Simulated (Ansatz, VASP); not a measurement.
# One calculation of TiB2, two programs

Contents of INCAR:

```
SYSTEM = TiB2
  PREC = Accurate
  ENCUT = 520
  EDIFF = 1E-8
  ISMEAR = -1
  SIGMA = 0.08
  LREAL = .False.
  LASPH = .True.
  NELM = 60
  ALGO = Normal
  ISIF = 2
  LWAVE = .False.
  LCHARG = .False.
  GGA = PE
  LEFG = .True.
  NBANDS = 16
```

KPOINTS

```
Automatic mesh
0
Gamma
  15 15 13
  0 0 0
```

File POSCAR:

```
TiB2
1.0
    3.0897821656      0.0000000000      0.0000000000
   -1.5448910828      2.6758298476      0.0000000000
    0.0000000000      0.0000000000      3.2284000000
Ti B
1 2
Direct
    0.0000000000      0.0000000000      0.0000000000
    0.3333333333      0.6666666667      0.5000000000
    0.6666666667      0.3333333333      0.5000000000
```

Input for Ansatz:

```yaml
crystal:
  lattice:
    - [3.0897821656, 0.0, 0.0]
    - [-1.5448910828, 2.6758298476, 0.0]
    - [0.0, 0.0, 3.2284]
  atoms:
    - { symbol: Ti, position: [0.0, 0.0, 0.0] }
    - { symbol: B, position: [0.3333333333, 0.6666666667, 0.5] }
    - { symbol: B, position: [0.6666666667, 0.3333333333, 0.5] }
kpoints:
  mp_grid: { grid: [15, 15, 13] }
scf:
  occupations: { method: fermi_dirac, width: 0.08 }
hamiltonian:
  xc: pbe
  pseudopotentials: { kind: all_electron, datasets: crystal }
output:
  forces: true
  stress: true
  eigenvalues: true
  efg: { contact_densities: true }
```

Change from the starting cell: equal xx and yy strain of +2 %, crystal datasets.

Alike in both runs: task electric field gradients; functional PBE; k mesh 15 × 15 × 13; occupations fermi-dirac, width 0.08 eV; no spin polarisation.

|  | VASP | Ansatz |
| --- | --- | --- |
| version | VASP 6.6.1 | Ansatz 0.2.0 |
| potentials or method | VASP PAW PBE potentials, release 64 (Ti_sv, B) | all-electron PAW with datasets made for the crystal, scalar-relativistic |
| plane-wave cutoff (eV) | 520 | see its input |

Ansatz gave:

| Quantity | Value |
| --- | --- |
| pressure (GPa) | -9.8 |
| largest component of the traceless stress (GPa) | 5.70 |
| Vzz of the field gradient on the site that differs most (V/Å²) | 17.4 |

Question: What did VASP give for the same quantities?

Answer: Pressure (GPa): -9.6; largest component of the traceless stress (GPa): 5.68; Vzz of the field gradient on the site that differs most (V/Å²): 14.8.

Ansatz ran all-electron here, so the differences hold the error of VASP's frozen core and of both bases.
